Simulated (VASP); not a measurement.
# Mo (Im-3m) in VASP: density of states with PBE

Aim: the density of states of Mo with PBE.

Program: VASP 6.6.1. These are calculated values, not measurements. Logs are shortened: lines on timing, memory, paths and dates and some standing lists are left out, and cuts for length are marked.

## Step 1: The structure

It takes space group Im-3m (No. 229, cubic). Conventional cell: a = 3.163 Å, b = 3.163 Å, c = 3.163 Å, α = 90.00°, β = 90.00°, γ = 90.00°. Around Mo (site symmetry m-3m) lie 8 Mo at 2.74 Å.

## Step 2: Density of states, PBE

Contents of POSCAR:

```
Mo                                      
1.0
   -1.5814305406      1.5814305406      1.5814305406
    1.5814305406     -1.5814305406      1.5814305406
    1.5814305406      1.5814305406     -1.5814305406
  Mo            
     1
Direct
     0.0000000000000000    0.0000000000000000    0.0000000000000000
```

Contents of INCAR.step1:

```
PREC     = Accurate       # precision mode
ENCUT    = 520            # plane-wave cutoff, eV
EDIFF    = 1E-7           # SCF threshold, eV
ISMEAR   = 0              # smearing method
SIGMA    = 0.1            # smearing width, eV
LREAL    = False          # projectors in reciprocal space
LASPH    = True           # aspherical terms in the spheres
NELM     = 100            # most SCF steps
ALGO     = Normal         # electronic algorithm
ISIF     = 2              # what is computed and relaxed
LWAVE    = False          # write WAVECAR
LCHARG   = True           # write CHGCAR
LMAXMIX  = 4              # l up to which the mixer works
GGA      = PE             # functional
```

Contents of KPOINTS.step1:

```
Automatic mesh
0
Gamma
  26 26 26
```

Contents of INCAR.step2:

```
PREC     = Accurate       # precision mode
ENCUT    = 520            # plane-wave cutoff, eV
EDIFF    = 1E-7           # SCF threshold, eV
ISMEAR   = -5             # smearing method
SIGMA    = 0.1            # smearing width, eV
LREAL    = False          # projectors in reciprocal space
LASPH    = True           # aspherical terms in the spheres
NELM     = 100            # most SCF steps
ALGO     = Normal         # electronic algorithm
ISIF     = 2              # what is computed and relaxed
LWAVE    = False          # write WAVECAR
LCHARG   = False          # write CHGCAR
LMAXMIX  = 4              # l up to which the mixer works
GGA      = PE             # functional
LORBIT   = 11             # projections on sites
NEDOS    = 2001           # points of the DOS
ICHARG   = 11             # starting density
```

Contents of KPOINTS.step2:

```
Automatic mesh
0
Gamma
  39 39 39
```

Potentials or basis: VASP PAW PBE potentials, release 64 (Mo_sv).

Started as:

```console
> cat potpaw_PBE.64/Mo_sv/POTCAR > POTCAR
> cp INCAR.step1 INCAR
> cp KPOINTS.step1 KPOINTS
> mpirun -np 1 vasp_std > vasp.out
> cp INCAR.step2 INCAR
> cp KPOINTS.step2 KPOINTS
> mpirun -np 1 vasp_std > vasp.out
```

OUTCAR:

```text
PREC = Accurate
   ENCUT = 520
   EDIFF = 1E-7
   ISMEAR = -5
   LREAL = False
   LASPH = True
   NELM = 100
   ISIF = 2
   GGA = PE
   LORBIT = 11
   ICHARG = 11

 ion  position               nearest neighbor table
   1  0.000  0.000  0.000-

  LATTYP: Found a body centered cubic cell.
 ALAT       =     3.1628610812

  Lattice vectors:

 A1 = (  -1.5814305406,   1.5814305406,   1.5814305406)
 A2 = (   1.5814305406,  -1.5814305406,   1.5814305406)
 A3 = (   1.5814305406,   1.5814305406,  -1.5814305406)

Analysis of symmetry for initial positions (statically):
=====================================================================
 Subroutine PRICEL returns:
 Original cell was already a primitive cell.

 Routine SETGRP: Setting up the symmetry group for a
 body centered cubic supercell.

 Subroutine GETGRP returns: Found 48 space group operations
 (whereof 48 operations were pure point group operations)
 out of a pool of 48 trial point group operations.

The static configuration has the point symmetry O_h .

Analysis of symmetry for dynamics (positions and initial velocities):
=====================================================================
 Subroutine PRICEL returns:
 Original cell was already a primitive cell.

 Routine SETGRP: Setting up the symmetry group for a
 body centered cubic supercell.

 Subroutine GETGRP returns: Found 48 space group operations
 (whereof 48 operations were pure point group operations)
 out of a pool of 48 trial point group operations.

The dynamic configuration has the point symmetry O_h .

 Subroutine INISYM returns: Found 48 space group operations
 (whereof 48 operations are pure point group operations),
 and found     1 'primitive' translations

----------------------------------------------------------------------------------------

                                     Primitive cell

  volume of cell :      15.8201

  direct lattice vectors                    reciprocal lattice vectors
    -1.581430541  1.581430541  1.581430541     0.000000000  0.316169435  0.316169435
     1.581430541 -1.581430541  1.581430541     0.316169435  0.000000000  0.316169435
     1.581430541  1.581430541 -1.581430541     0.316169435  0.316169435  0.000000000

  length of vectors
     2.739118045  2.739118045  2.739118045     0.447131103  0.447131103  0.447131103

  position of ions in fractional coordinates (direct lattice)
     0.000000000  0.000000000  0.000000000

  ion indices of the primitive-cell ions
   primitive index   ion index
                 1           1

----------------------------------------------------------------------------------------

 KPOINTS: Automatic mesh

Automatic generation of k-mesh.
 Grid dimensions read from file:
 generate k-points for:   39   39   39

 Generating k-lattice:

  Cartesian coordinates                     Fractional coordinates (reciprocal lattice)
     0.000000000  0.008106909  0.008106909     0.025641026  0.000000000  0.000000000
     0.008106909  0.000000000  0.008106909     0.000000000  0.025641026  0.000000000
     0.008106909  0.008106909  0.000000000     0.000000000  0.000000000  0.025641026

  Length of vectors
     0.011464900  0.011464900  0.011464900

  Shift w.r.t. Gamma in fractional coordinates (k-lattice)
     0.000000000  0.000000000  0.000000000

 TETIRR: Found  72339 inequivalent tetrahedra from   355914

 Subroutine IBZKPT returns following result:
 ===========================================

 Found   1540 irreducible k-points:

 Following reciprocal coordinates:
            Coordinates               Weight
  0.000000  0.000000  0.000000      1.000000
  0.025641  0.000000  0.000000     12.000000
  0.051282  0.000000  0.000000     12.000000
  0.076923  0.000000  0.000000     12.000000
  0.102564  0.000000  0.000000     12.000000
  0.128205  0.000000  0.000000     12.000000
[... 16 lines left out ...]
  0.076923  0.025641  0.000000     48.000000
  0.102564  0.025641 -0.000000     48.000000
 [... further k-points ...]
   k-points           NKPTS =   1540   k-points in BZ     NKDIM =   1540   number of bands    NBANDS=     11
   number of dos      NEDOS =   2001   number of ions     NIONS =      1
   total plane-waves  NPLWV =   8000
   dimension x,y,z NGX =    20 NGY =   20 NGZ =   20
   dimension x,y,z NGXF=    40 NGYF=   40 NGZF=   40
   ions per type =               1
   NGX,Y,Z   is equivalent  to a cutoff of  12.14, 12.14, 12.14 a.u.
   NGXF,Y,Z  is equivalent  to a cutoff of  24.28, 24.28, 24.28 a.u.
 SYSTEM =  unknown system
   PREC   = accura    normal or accurate (medium, high low for compatibility)
   ISTART =      0    job   : 0-new  1-cont  2-samecut
   ICHARG =     11    charge: 1-file 2-atom 10-const
   ISPIN  =      1    spin polarized calculation?
   LNONCOLLINEAR =      F non collinear calculations
   LSORBIT =      F    spin-orbit coupling
   LASPH  =      T    aspherical Exc in radial PAW
   ENCUT  =  520.0 eV  38.22 Ry    6.18 a.u.   5.09  5.09  5.09*2*pi/ulx,y,z
   NELM   =    100;   NELMIN=  2; NELMDL=  0     # of ELM steps
   EDIFF  = 0.1E-06   stopping-criterion for ELM
   LREAL  =      F    real-space projection
   EDIFFG = 0.1E-05   stopping-criterion for IOM
   NSW    =      0    number of steps for IOM
   IBRION =     -1    ionic relax: 0-MD 1-quasi-New 2-CG
   NFREE  =      0    steps in history (QN), initial steepest desc. (CG)
   ISIF   =      2    stress and relaxation
   ISYM   =      2    0-nonsym 1-usesym 2-fastsym
   POTIM  = 0.5000    time-step for ionic-motion
   TEBEG  =    0.0;   TEEND  =   0.0 temperature during run
   PSTRESS=    0.0 pullay stress
   NELECT =      14.0000    total number of electrons
   NUPDOWN=      -1.0000    fix difference up-down
   EMIN   =  10.00;   EMAX   =-10.00  energy-range for DOS
   EFERMI =   0.00;   METHOD = LEGACY
   ISMEAR =    -5;   SIGMA  =   0.10  broadening in eV -4-tet -1-fermi 0-gaus
   EFERMI_NEDOS =   21; number of points for ismear=-14 and -15
   IALGO  =     38    algorithm
   IMIX   =      4    mixing-type and parameters
     AMIX     =   0.40;   BMIX     =  1.00
     AMIX_MAG =   1.60;   BMIX_MAG =  1.00
  volume/ion in A,a.u.               =      15.82       106.76
  Fermi-wavevector in a.u.,A,eV,Ry     =   1.571740  2.970158 33.611381  2.470367
  Thomas-Fermi vector in A             =   2.673279
   LORBIT       =     11    0 simple, 1 ext, 2 COOP (PROOUT), +10 PAW based schemes
   GGA     = PE    functional components
   LHFCALC =     F    Hartree Fock is set to
   AEXX    =    0.0000 exact exchange contribution
   IVDW    =     0    specifies the selected vdW correction
   LEPSILON=     F    determine dielectric tensor
   LRPA    =     F    only Hartree local field effects (RPA)
 non-spin polarized calculation
 Fermi weights with tetrahedron method with Bloechl corrections
  energy-cutoff  :      520.00
  volume of cell :       15.82
 maximum number of plane-waves:       439

 number of electron      14.0000004 magnetization

 Free energy of the ion-electron system (eV)
  ---------------------------------------------------
  ext. energy  EPLUGINS =         0.00000000
  ---------------------------------------------------
  free energy    TOTEN  =       -10.93556639 eV

  energy without entropy =      -10.93556639  energy(sigma->0) =      -10.93556639

 E-fermi :  12.4207     XC(G=0): -13.3231

 val. band max:       12.4445623429   @ k =  -0.3846   0.4103   0.0256
 cond. band min:      12.3916153885   @ k =  -0.1795   0.2051   0.1026
 fundamental gap:     -0.0529469543
 Fermi energy:        12.4206631244

 k-point     1 :       0.0000    0.0000    0.0000
  band No.  band energies     occupation
      1     -48.8789      2.00000
      2     -22.1722      2.00000
      3     -22.1722      2.00000
      4     -22.1722      2.00000
      5       5.2055      2.00000
      6      11.0603      2.00000
      7      11.0603      2.00000
      8      11.0603      2.00000
      9      14.0414      0.00000
     10      14.0414      0.00000
     11      27.2151      0.00000

 k-point     2 :       0.0256    0.0000    0.0000
  band No.  band energies     occupation
      1     -48.8773      2.00000
      2     -22.1816      2.00000
      3     -22.1751      2.00000
      4     -22.1723      2.00000
      5       5.2346      2.00000
      6      11.0438      2.00000
      7      11.0580      2.00000
      8      11.0872      2.00000
      9      14.0159      0.00000
     10      14.0418      0.00000
     11      27.2448      0.00000

 k-point     3 :       0.0513    0.0000    0.0000
  band No.  band energies     occupation
      1     -48.8725      2.00000
      2     -22.2093      2.00000
      3     -22.1837      2.00000
      4     -22.1725      2.00000
      5       5.3210      2.00000
      6      10.9952      2.00000
      7      11.0503      2.00000
      8      11.1679      2.00000
      9      13.9439      0.00000
     10      14.0430      0.00000
     11      27.3066      0.00000

 k-point     4 :       0.0769    0.0000    0.0000
  band No.  band energies     occupation
      1     -48.8647      2.00000
      2     -22.2546      2.00000
      3     -22.1977      2.00000
      4     -22.1728      2.00000
      5       5.4623      2.00000
      6      10.9168      2.00000
      7      11.0344      2.00000
      8      11.3015      2.00000
      9      13.8384      0.00000
     10      14.0460      0.00000
     11      27.4491      0.00000

 k-point     5 :       0.1026    0.0000    0.0000
  band No.  band energies     occupation
      1     -48.8540      2.00000
      2     -22.3160      2.00000
      3     -22.2168      2.00000
      4     -22.1732      2.00000
      5       5.6538      2.00000
      6      10.8124      2.00000
      7      11.0071      2.00000
      8      11.4870      2.00000
      9      13.7179      0.00000
     10      14.0516      0.00000
     11      27.5186      0.00000
[... 211 lines left out ...]
 k-point    21 :       0.0256    0.0256    0.0000
  band No.  band energies     occupation
      1     -48.8741      2.00000
      2     -22.2007      2.00000
      3     -22.1781      2.00000
      4     -22.1746      2.00000
      5       5.2924      2.00000
      6      11.0217      2.00000
      7      11.0389      2.00000
      8      11.1447      2.00000
      9      13.9664      0.00000
     10      14.0434      0.00000
     11      27.2816      0.00000

 k-point    22 :       0.0513    0.0256   -0.0000
  band No.  band energies     occupation
      1     -48.8678      2.00000
      2     -22.2375      2.00000
      3     -22.1882      2.00000
      4     -22.1757      2.00000
      5       5.4063      2.00000
      6      10.9617      2.00000
      7      11.0209      2.00000
      8      11.2547      2.00000
      9      13.8755      0.00000
     10      14.0476      0.00000
     11      27.3653      0.00000

 k-point    23 :       0.0769    0.0256    0.0000
  band No.  band energies     occupation
      1     -48.8586      2.00000
      2     -22.2907      2.00000
      3     -22.2047      2.00000
      4     -22.1763      2.00000
      5       5.5728      2.00000
      6      10.8699      2.00000
      7      10.9980      2.00000
      8      11.4162      2.00000
      9      13.7595      0.00000
     10      14.0547      0.00000
     11      27.4811      0.00000

 k-point    24 :       0.1026    0.0256   -0.0000
  band No.  band energies     occupation
      1     -48.8466      2.00000
      2     -22.3590      2.00000
      3     -22.2262      2.00000
      4     -22.1768      2.00000
      5       5.7865      2.00000
      6      10.7537      2.00000
      7      10.9630      2.00000
      8      11.6283      2.00000
      9      13.6385      0.00000
     10      14.0658      0.00000
     11      27.6040      0.00000

 [... further k-points ...]
[... 5 lines left out ...]
  --------------------------------------------------------------------------------------
  -------------------------------------------------------------------------------------
  Total       -0.0214343     -0.0214343     -0.0214343      0.0000000     -0.0000000      0.0000000
  in kB       -2.1707454     -2.1707454     -2.1707454      0.0000000     -0.0000000      0.0000000
  external PRESSURE =      -2.1707454 kB  Pullay stress =       0.0000000 kB

 VOLUME and BASIS-vectors are now :
 -----------------------------------------------------------------------------
  energy-cutoff  :      520.00
  volume of cell :       15.82
      direct lattice vectors                 reciprocal lattice vectors
    -1.581430541  1.581430541  1.581430541     0.000000000  0.316169435  0.316169435
     1.581430541 -1.581430541  1.581430541     0.316169435  0.000000000  0.316169435
     1.581430541  1.581430541 -1.581430541     0.316169435  0.316169435  0.000000000

 POSITION                                       TOTAL-FORCE (eV/Angst)
 -----------------------------------------------------------------------------------
      0.00000      0.00000      0.00000         0.000000      0.000000      0.000000
 -----------------------------------------------------------------------------------
    total drift:                                0.000000     -0.000000      0.000000

  FREE ENERGIE OF THE ION-ELECTRON SYSTEM (eV)
  ---------------------------------------------------
  free  energy   TOTEN  =       -10.9355663853 eV

  energy  without entropy=      -10.9355663853  energy(sigma->0) =      -10.93556639

 total charge

# of ion       s       p       d       tot
------------------------------------------
    1        2.378   6.202   3.891  12.472
```

It took 1.8 min on 1 thread of Intel Xeon 6975P-C (Granite Rapids), shared host; peak memory 0.49 GiB.

Results:

* Valence electrons inside the program's atomic spheres: Mo 12.47

Levels at points of the mesh, in eV from the Fermi level:
```
           k point  band 3  band 4  band 5  band 6  band 7  band 8  band 9  band 10  band 11
(0.00, 0.00, 0.00)  -34.59  -34.59   -7.22   -1.36   -1.36   -1.36    1.62     1.62    14.79
```

States per cell in windows of 0.5 eV (zero at the Fermi level; states under -8 eV left out):
| from (eV) | total | Mo1_d | Mo1_p | Mo1_s |
| --- | --- | --- | --- | --- |
| -8.0 | 0.00 | 0.00 | 0.00 | 0.00 |
| -7.5 | 0.00 | 0.00 | 0.00 | 0.00 |
| -7.0 | 0.02 | 0.00 | 0.00 | 0.01 |
| -6.5 | 0.04 | 0.00 | 0.00 | 0.02 |
| -6.0 | 0.06 | 0.00 | 0.00 | 0.03 |
| -5.5 | 0.20 | 0.08 | 0.01 | 0.05 |
| -5.0 | 0.50 | 0.25 | 0.01 | 0.08 |
| -4.5 | 0.72 | 0.41 | 0.02 | 0.08 |
| -4.0 | 0.60 | 0.37 | 0.02 | 0.05 |
| -3.5 | 0.63 | 0.49 | 0.02 | 0.01 |
| -3.0 | 0.87 | 0.66 | 0.03 | 0.01 |
| -2.5 | 0.52 | 0.38 | 0.02 | 0.01 |
| -2.0 | 0.88 | 0.60 | 0.06 | 0.02 |
| -1.5 | 0.46 | 0.30 | 0.04 | 0.01 |
| -1.0 | 0.26 | 0.16 | 0.02 | 0.01 |
| -0.5 | 0.28 | 0.19 | 0.02 | 0.00 |
| 0.0 | 0.43 | 0.33 | 0.02 | 0.01 |
| 0.5 | 0.52 | 0.43 | 0.02 | 0.01 |
| 1.0 | 0.69 | 0.60 | 0.01 | 0.01 |
| 1.5 | 0.79 | 0.71 | 0.01 | 0.00 |
| 2.0 | 1.06 | 0.98 | 0.01 | 0.01 |
| 2.5 | 0.53 | 0.46 | 0.02 | 0.01 |
| 3.0 | 0.37 | 0.31 | 0.02 | 0.01 |
| 3.5 | 0.29 | 0.24 | 0.01 | 0.01 |
| 4.0 | 0.19 | 0.15 | 0.01 | 0.01 |
| 4.5 | 0.16 | 0.11 | 0.02 | 0.01 |
| 5.0 | 0.13 | 0.08 | 0.02 | 0.01 |
| 5.5 | 0.14 | 0.08 | 0.02 | 0.01 |
| 6.0 | 0.14 | 0.07 | 0.02 | 0.01 |
| 6.5 | 0.12 | 0.06 | 0.02 | 0.01 |
| 7.0 | 0.12 | 0.06 | 0.03 | 0.01 |
| 7.5 | 0.11 | 0.05 | 0.02 | 0.01 |

Caveat: tetrahedron occupations give inexact forces and stress in metals.
